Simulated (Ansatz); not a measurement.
# TaN: the cost of one run

Method: DFT, PBE, plane-wave PAW, default files, scalar-relativistic, as far as a step names no other, in Ansatz 0.2.0.

### Step 1. Starting point

It takes space group P6_3mc (No. 186, hexagonal). The conventional cell has a = 3.050 Å, b = 3.050 Å, c = 4.940 Å, α = 90.00°, β = 90.00°, γ = 120.00°. Ta (site symmetry 3m) is surrounded by 4 N at 1.85 to 1.90 Å. N (site symmetry 3m) has 4 Ta at 1.85 to 1.90 Å as nearest neighbours.

Structure file:

```xyz
4
Lattice="3.0500 0.0000 0.0000 -1.5250 2.6414 0.0000 0.0000 0.0000 4.9400" Properties=species:S:1:pos:R:3 pbc="T T T"
Ta    0.0000    1.7609    0.0000
Ta    1.5250    0.8805    2.4700
N     0.0000    1.7609    1.9019
N     1.5250    0.8805    4.3719
```

The earlier run gave: no gap over 0.1 eV on the mesh, largest force 2.396 eV/Å, pressure 137.1 GPa.

Site by site (atoms counted from 1):

```tsv
site	atoms	first shell	V_zz (10²¹ V/m²)	η	C_Q (MHz)
Ta	1, 2	4 N at 1.85–1.90 Å; also 1 N at 3.04 Å	13.21	0.00	1013 (¹⁸¹Ta)
N	3, 4	4 Ta at 1.85–1.90 Å; also 1 Ta at 3.04 Å	1.03	0.00	0.510 (¹⁴N)
```

V_zz is the principal component of the electric field gradient with the largest magnitude, η = (V_xx − V_yy)/V_zz and C_Q = eQV_zz/h. Q values from Pyykkö, Mol. Phys. 116, 1328 (2018).

### Step 2. Ions relaxed at fixed cell

input.yaml

```yaml
crystal:
  lattice:
    - [3.0500010905, 0.0, 0.0]
    - [-1.5250005453, 2.641378426, 0.0]
    - [0.0, 0.0, 4.94]
  atoms:
    - { symbol: Ta, position: [0.3333333333, 0.6666666667, 0.0], spin: 2.0 }
    - { symbol: Ta, position: [0.6666666667, 0.3333333333, 0.5], spin: 2.0 }
    - { symbol: "N", position: [0.3333333333, 0.6666666667, 0.385] }
    - { symbol: "N", position: [0.6666666667, 0.3333333333, 0.885] }
magnetization:
  spin_polarized: true
kpoints:
  mp_grid: { grid: [17, 17, 10] }
scf:
  occupations: { method: fermi_dirac, width: 0.05 }
hamiltonian:
  xc: pbe
  pseudopotentials: { kind: paw }
output:
  forces: true
  stress: true
  populations: true
  efg:
    quadrupole_moments_barn: { Ta: 3.17, "N": 0.02044 }
    contact_densities: true
relax:
  f_tol: 0.02
  max_steps: 60
```

Command:

```console
> ansatz run input.yaml --threads 1 --pin off --max-ram 3072MiB --backend cpu --events-out ev --progress --plain --runs-dir out
```

Q: Estimate wall time and peak memory on 1 thread of Intel Xeon Platinum 8259CL at 2.50GHz (Skylake/Cascade Lake), shared host.

About 2.3 min, with a peak of 0.76 GiB.
